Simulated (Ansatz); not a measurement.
# Residual resistivity of an alloy: Nb(100) with 4 layers of random Nb-Ag, 2x2, part 2 of 2

Aim: the residual resistivity of a random alloy, from Nb(100) with 4 layers of random Nb-Ag, 2x2 and longer regions.

Ansatz 0.2.0; Ansatz plane-wave DFT, PBE, PAW files; ballistic transport by layer matching (Landauer), zero bias; PAW set soft_1.

So far. Step 3 (With 8 alloy layers): Over the solved energies the transmission per spin lies between 3.06 and 3.24, out of 10.7 channels of the lead on average (up to 11.4).

### Step 4. With 12 alloy layers

In 12 layers a share of 0.25 of the sites is given to Ag at random. A fresh draw is used; the growth of the resistance with length is what counts.

System of this step: Nb(100) with 12 layers of random Nb-Ag, 2x2. The cell holds 88 atoms: 76 Nb and 12 Ag. Cell: a = 6.613 Å, b = 6.613 Å, c = 36.369 Å, α = 90.0°, β = 90.0°, γ = 90.0°. It derives from Nb. Regions: lead, 40 atoms (40 Nb); scattering region, 48 atoms (36 Nb and 12 Ag). The structure is stacked along c, and the current runs across the ab planes.

Contents of input.yaml:

```yaml
crystal:
  lattice:
    - [6.6126, 0.0, 0.0]
    - [0.0, 6.6126, 0.0]
    - [0.0, 0.0, 36.3693]
  atoms:
    - { symbol: Nb, position: [0.0, 0.0, 0.0227272727] }
    - { symbol: Nb, position: [0.0, 0.5, 0.0227272727] }
    - { symbol: Nb, position: [0.5, 0.0, 0.0227272727] }
    - { symbol: Nb, position: [0.5, 0.5, 0.0227272727] }
    - { symbol: Nb, position: [0.25, 0.25, 0.0681818182] }
    - { symbol: Nb, position: [0.25, 0.75, 0.0681818182] }
    - { symbol: Nb, position: [0.75, 0.25, 0.0681818182] }
    - { symbol: Nb, position: [0.75, 0.75, 0.0681818182] }
    - { symbol: Nb, position: [0.0, 0.0, 0.1136363636] }
    - { symbol: Nb, position: [0.0, 0.5, 0.1136363636] }
    - { symbol: Nb, position: [0.5, 0.0, 0.1136363636] }
    - { symbol: Nb, position: [0.5, 0.5, 0.1136363636] }
    - { symbol: Nb, position: [0.25, 0.25, 0.1590909091] }
    - { symbol: Nb, position: [0.25, 0.75, 0.1590909091] }
    - { symbol: Nb, position: [0.75, 0.25, 0.1590909091] }
    - { symbol: Nb, position: [0.75, 0.75, 0.1590909091] }
    - { symbol: Nb, position: [0.0, 0.0, 0.2045454545] }
    - { symbol: Nb, position: [0.0, 0.5, 0.2045454545] }
    - { symbol: Nb, position: [0.5, 0.0, 0.2045454545] }
    - { symbol: Nb, position: [0.5, 0.5, 0.2045454545] }
    - { symbol: Nb, position: [0.25, 0.25, 0.25] }
    - { symbol: Nb, position: [0.25, 0.75, 0.25] }
    - { symbol: Nb, position: [0.75, 0.25, 0.25] }
    - { symbol: Nb, position: [0.75, 0.75, 0.25] }
    - { symbol: Nb, position: [0.0, 0.0, 0.2954545455] }
    - { symbol: Nb, position: [0.0, 0.5, 0.2954545455] }
    - { symbol: Ag, position: [0.5, 0.0, 0.2954545455] }
    - { symbol: Nb, position: [0.5, 0.5, 0.2954545455] }
    - { symbol: Ag, position: [0.25, 0.25, 0.3409090909] }
    - { symbol: Ag, position: [0.25, 0.75, 0.3409090909] }
    - { symbol: Nb, position: [0.75, 0.25, 0.3409090909] }
    - { symbol: Nb, position: [0.75, 0.75, 0.3409090909] }
    - { symbol: Nb, position: [0.0, 0.0, 0.3863636364] }
    - { symbol: Ag, position: [0.0, 0.5, 0.3863636364] }
    - { symbol: Nb, position: [0.5, 0.0, 0.3863636364] }
    - { symbol: Nb, position: [0.5, 0.5, 0.3863636364] }
    - { symbol: Ag, position: [0.25, 0.25, 0.4318181818] }
    - { symbol: Nb, position: [0.25, 0.75, 0.4318181818] }
    - { symbol: Ag, position: [0.75, 0.25, 0.4318181818] }
    - { symbol: Nb, position: [0.75, 0.75, 0.4318181818] }
    - { symbol: Nb, position: [0.0, 0.0, 0.4772727273] }
    - { symbol: Nb, position: [0.0, 0.5, 0.4772727273] }
    - { symbol: Ag, position: [0.5, 0.0, 0.4772727273] }
    - { symbol: Nb, position: [0.5, 0.5, 0.4772727273] }
    - { symbol: Nb, position: [0.25, 0.25, 0.5227272727] }
    - { symbol: Nb, position: [0.25, 0.75, 0.5227272727] }
    - { symbol: Nb, position: [0.75, 0.25, 0.5227272727] }
    - { symbol: Nb, position: [0.75, 0.75, 0.5227272727] }
    - { symbol: Nb, position: [0.0, 0.0, 0.5681818182] }
    - { symbol: Nb, position: [0.0, 0.5, 0.5681818182] }
    - { symbol: Nb, position: [0.5, 0.0, 0.5681818182] }
    - { symbol: Nb, position: [0.5, 0.5, 0.5681818182] }
    - { symbol: Ag, position: [0.25, 0.25, 0.6136363636] }
    - { symbol: Nb, position: [0.25, 0.75, 0.6136363636] }
    - { symbol: Ag, position: [0.75, 0.25, 0.6136363636] }
    - { symbol: Nb, position: [0.75, 0.75, 0.6136363636] }
    - { symbol: Nb, position: [0.0, 0.0, 0.6590909091] }
    - { symbol: Ag, position: [0.0, 0.5, 0.6590909091] }
    - { symbol: Nb, position: [0.5, 0.0, 0.6590909091] }
    - { symbol: Ag, position: [0.5, 0.5, 0.6590909091] }
    - { symbol: Nb, position: [0.25, 0.25, 0.7045454545] }
    - { symbol: Nb, position: [0.25, 0.75, 0.7045454545] }
    - { symbol: Nb, position: [0.75, 0.25, 0.7045454545] }
    - { symbol: Ag, position: [0.75, 0.75, 0.7045454545] }
    - { symbol: Nb, position: [0.0, 0.0, 0.75] }
    - { symbol: Nb, position: [0.0, 0.5, 0.75] }
    - { symbol: Nb, position: [0.5, 0.0, 0.75] }
    - { symbol: Nb, position: [0.5, 0.5, 0.75] }
    - { symbol: Nb, position: [0.25, 0.25, 0.7954545455] }
    - { symbol: Nb, position: [0.25, 0.75, 0.7954545455] }
    - { symbol: Nb, position: [0.75, 0.25, 0.7954545455] }
    - { symbol: Nb, position: [0.75, 0.75, 0.7954545455] }
    - { symbol: Nb, position: [0.0, 0.0, 0.8409090909] }
    - { symbol: Nb, position: [0.0, 0.5, 0.8409090909] }
    - { symbol: Nb, position: [0.5, 0.0, 0.8409090909] }
    - { symbol: Nb, position: [0.5, 0.5, 0.8409090909] }
    - { symbol: Nb, position: [0.25, 0.25, 0.8863636364] }
    - { symbol: Nb, position: [0.25, 0.75, 0.8863636364] }
    - { symbol: Nb, position: [0.75, 0.25, 0.8863636364] }
    - { symbol: Nb, position: [0.75, 0.75, 0.8863636364] }
    - { symbol: Nb, position: [0.0, 0.0, 0.9318181818] }
    - { symbol: Nb, position: [0.0, 0.5, 0.9318181818] }
    - { symbol: Nb, position: [0.5, 0.0, 0.9318181818] }
    - { symbol: Nb, position: [0.5, 0.5, 0.9318181818] }
    - { symbol: Nb, position: [0.25, 0.25, 0.9772727273] }
    - { symbol: Nb, position: [0.25, 0.75, 0.9772727273] }
    - { symbol: Nb, position: [0.75, 0.25, 0.9772727273] }
    - { symbol: Nb, position: [0.75, 0.75, 0.9772727273] }
kpoints:
  mp_grid: { grid: [4, 4, 1] }
hamiltonian:
  xc: pbe
  pseudopotentials: { kind: paw, azcp: { folder: soft_1 } }
scf:
  occupations: { method: fermi_dirac, width: 0.1 }
output:
  transmission: { leads: [[0, 4]], kmesh: [8, 8], e_range: [-0.05, 0.05], de: 0.05 }
  write_potential: true
  write_density: true
  volumetric_format: npy
```

Started as:

```
ansatz run input.yaml --threads 4 --pin off --max-ram 15360MiB --backend cpu --events-out ev --progress --plain --runs-dir out
```

Numbers of over 12 decimals in the logs are rounded to 6 here.

Log:

```text
[...]
Crystal: 88 atoms, lattice volume = 1590.301 Å³
Basis set: ecut = 420 eV, 31009 PW (Γ)
Bands: 730, of which v1, the nominal top of the filled ones, is band 608 counted from 1 (607 counted from 0)
Symmetry: 1 space group operations
[...]
k-points: 10 of 16 (time reversal used)
[...]
SCF iter   1: F=—  HF=-437202.903786 eV  |F-HF|=—  |Δ(HF+E_count)|=         —  Δρ=2.39e-1  dr2=9.71e3  ethr=3.10e-3  ⟨swp⟩=4.0  Hψ=23236  notcnv=0
[...]
SCF iter  14: F=-437057.128504 eV  HF=-437057.128504 eV  |F-HF|=6.87e-9  |Δ(HF+E_count)|=   6.05e-9  Δρ=4.30e-7  dr2=8.44e-9  ethr=8.22e-12  ⟨swp⟩=2.0  Hψ=13428  notcnv=0
SCF 1 converged in 14 iterations: F = -437057.128504 eV  dr2 = 8.44e-9
[...]
transmission: 228 of 2278 steps passed
transmission: 456 of 2278 steps passed
[...]
transmission: 2278 of 2278 steps passed
SCF converged after 14 iterations
Free energy (F): -437057.128504 eV
[...]
Internal energy: -437053.731431 eV  (E = F + TS)
E sigma→0 (E₀):  -437055.429967 eV
Entropy (-TS):   -3.397073 eV (-38.603 meV/atom)
Fermi energy:    17.663938 eV
[...]
--- Band table (eV; the first three rows and the last of 10) ---
  k-point 0: bands = [... 604 lower, 18.0460, 18.0595, 18.0797, 18.0938, 18.1008, 18.1101, 18.1360, 18.1609, ... 118 higher]
  k-point 1: bands = [... 604 lower, 17.8383, 17.8640, 17.8899, 17.9057, 17.9237, 17.9480, 17.9662, 17.9798, ... 118 higher]
  k-point 2: bands = [... 604 lower, 17.5961, 17.5977, 17.6024, 17.6032, 17.6045, 17.6251, 17.6505, 17.6833, ... 118 higher]
  k-point 9: bands = [... 604 lower, 17.0582, 17.0814, 17.0983, 17.1237, 17.1464, 17.1546, 17.1761, 17.1824, ... 118 higher]
--- Transmission ---
  basis      : 385 plane waves across, 67 finite elements along
  points     : 34, standing for a mesh of 8 x 8
[...]
channels       : 1.060938e1 a spin
[...]
junction   : crystal 0 to crystal 0, 0.70 to 35.41 Å
    transmission   : 2.516192e0 a spin
[...]
```

It took 46 min on 4 threads of Arm Neoverse V1, shared host; peak memory 9.3 GiB.

This step gave:

```yaml
free_energy: -437057.1285 eV
energy_at_zero_smearing: -437055.4300 eV
fermi_energy: 17.66 eV
transmission_per_spin_nearest_the_fermi_level: 2.516
step_of_the_lead_s_potential: 3 meV
```

Per spin. Transmission, zone mean against energy, zero at the Fermi level:

| energy (eV) | transmission, zone mean |
| --- | --- |
| -0.0500 | 2.60 |
| 0.0000 | 2.52 |
| 0.0500 | 2.42 |

Over the solved energies the transmission per spin lies between 2.42 and 2.60, out of 10.7 channels of the lead on average (up to 11.4).

### Step 5. The fit

This step: Ansatz plane-wave DFT, PBE, PAW files; ballistic transport by layer matching (Landauer), zero bias; residual resistivity from the slope of the area resistance, atoms on the host's lattice; PAW set soft_1 (Ansatz 0.2.0).

This step gave:

| Property | Result |
| --- | --- |
| resistivity | 64.65 µΩ cm |
| intercept | 0.4301 fΩ m² |
| scatter about the fit | 0.009415 fΩ m² |

Resistance, by row:

| run | length (Å) | T | channels N | RA (fΩ m²) |
| --- | --- | --- | --- | --- |
| n4 | 6.613 | 4.087 | 10.92 | 0.8643 |
| n8 | 13.23 | 3.14 | 10.73 | 1.272 |
| n12 | 19.84 | 2.512 | 10.7 | 1.719 |

The area resistance by length of the alloy:

| length of the alloy (Å) | area resistance (fΩ m²) |
| --- | --- |
| 6.61 | 0.864 |
| 13.23 | 1.27 |
| 19.84 | 1.72 |

The area resistance goes from 0.86 to 1.7 fΩ m² between 6.6 and 19.8 Å, a slope of 65 µΩ cm.

By hand from the end points: (1.719 − 0.8643) fΩ m² / (19.84 − 6.61) Å = 65 µΩ cm, since 1 fΩ m² per Å is 1000 µΩ cm.

### Step 6. Summary of results

```json
{
  "resistivity from the slope": "64.7 µΩ cm",
  "area resistance over 6.61 Å": "0.864 fΩ m²",
  "area resistance over 13.2 Å": "1.27 fΩ m²",
  "area resistance over 19.8 Å": "1.72 fΩ m²"
}
```

What this shows: The slope gives 65 µΩ cm. The points scatter by 0.0094 fΩ m² about the line, with one random draw a length in a 2x2 cell, so the slope is a rough value. The lead's own channel count moves between the runs (10.9, 10.7 and 10.7), which shifts RA and the slope too. Read with a model of isotropic scattering on a spherical Fermi surface and the lead's 1.9×10¹⁵ S/m², this slope means a mean free path near 6.0 Å; over these lengths the model's slope is within 3 % of its bulk resistivity. The atoms sit on the host's lattice, so scattering by size misfit is left out.

[Logs are printed without paths, hosts, clocks, repeated set-up lines and the standing remarks that a program may print on its own settings, such as how far it seeks lower states.]

[Hosts, paths, dates, database ids (printed as entryN), source tags and the programs' standing remarks are cut or masked in the printed files.]
